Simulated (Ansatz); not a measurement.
Take BaSnO$_{3}$ in the cubic perovskite structure (space group Pm-3m, No. 221; a = 4.122 Å) as the base. Axes: x, y, z lie along the cube axes.

The values are results of PBEsol, PAW, 420 eV (Ansatz, a first-principles code; without spin-orbit coupling), earlier PAW set, not measurements.

Strains are applied to the cell and any free atomic positions relax; under biaxial strain the out-of-plane vector relaxes too.

One change was made to it. Results:

```csv
quantity,base,after
band gap,0.86 eV,0.72 eV
energy relative to the base (free energy F),0 meV/atom,+18 meV/atom
```

Question: Name the change that was made.
(A) tensor shear ε_xz = −3.30 %
(B) uniaxial strain ε_xx = −0.64 %
(C) biaxial strain +2.77 %, plane normal [111], relaxed out of plane

Answer: A, tensor shear ε_xz = −3.30 %. For comparison, the band gap in the other runs: uniaxial strain ε_xx = −0.64 % gives 0.94 eV; biaxial strain +2.77 %, plane normal [111], relaxed out of plane gives 0.32 eV.

Gaps are read on the SCF mesh and a high-symmetry path. No phonon test of stability was made.
